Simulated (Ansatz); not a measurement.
Phases of Pb at 140 GPa

Structure types of Pb are relaxed in primitive cells with their symmetry kept at 140 GPa, on PAW files; LAPW relaxes the small cells further and takes the PAW cell for the others (marked *). The enthalpy is E + pV at zero temperature, without zero-point motion. Only the types listed were tried, and differences under about 5 meV/atom are mesh noise. The real phase may be another.

Level of theory: DFT with PBE, scalar-relativistic, in Ansatz 0.2.0; Fermi–Dirac smearing of 0.08 eV, no spin polarisation. LAPW: all electrons, basis error target 0.5 meV/atom; PAW: frozen-core files, cutoff 420 eV.

k meshes: fcc 16×16×16, bcc 17×17×17, hcp 15×15×9, dhcp 13×13×4, simple hexagonal 16×16×15, omega 8×8×11.

Spin–orbit coupling is left out, which matters for the heavy atoms.

```csv
start type,ends as,"a, b, c (Å)",V (Å³/atom),"H − H(lowest), LAPW (meV/atom)"
fcc,"fcc, Fm-3m","4.025, 4.025, 4.025",16.30,82.5
bcc,"bcc, Im-3m","3.188, 3.188, 3.188",16.20,8.8
hcp,"hcp, P6_3/mmc","2.843, 2.843, 4.634",16.22,0.0
dhcp*,"dhcp, P6_3/mmc","2.836, 2.836, 9.341",16.27,?
simple hexagonal,"simple hexagonal, P6/mmm","2.735, 2.735, 2.573",16.67,?
omega,"omega, P6/mmm","4.577, 4.577, 2.697",16.31,156.3
```

Q: What belongs in the row "simple hexagonal", column "H − H(lowest), LAPW (meV/atom)"?

A: 631.3.

Q: Give the missing entry: row "dhcp*", column "H − H(lowest), LAPW (meV/atom)".

A: 44.2.

Q: Split the lead of hcp over bcc into energy and pV.

A: For bcc less hcp: ΔE = +23.7 meV/atom, and p·ΔV = 140 GPa × -0.0171 Å³ × 6.242 meV/(GPa·Å³) = -14.9 meV/atom, together 8.8 meV/atom. hcp wins by its internal energy, though it is the less dense.
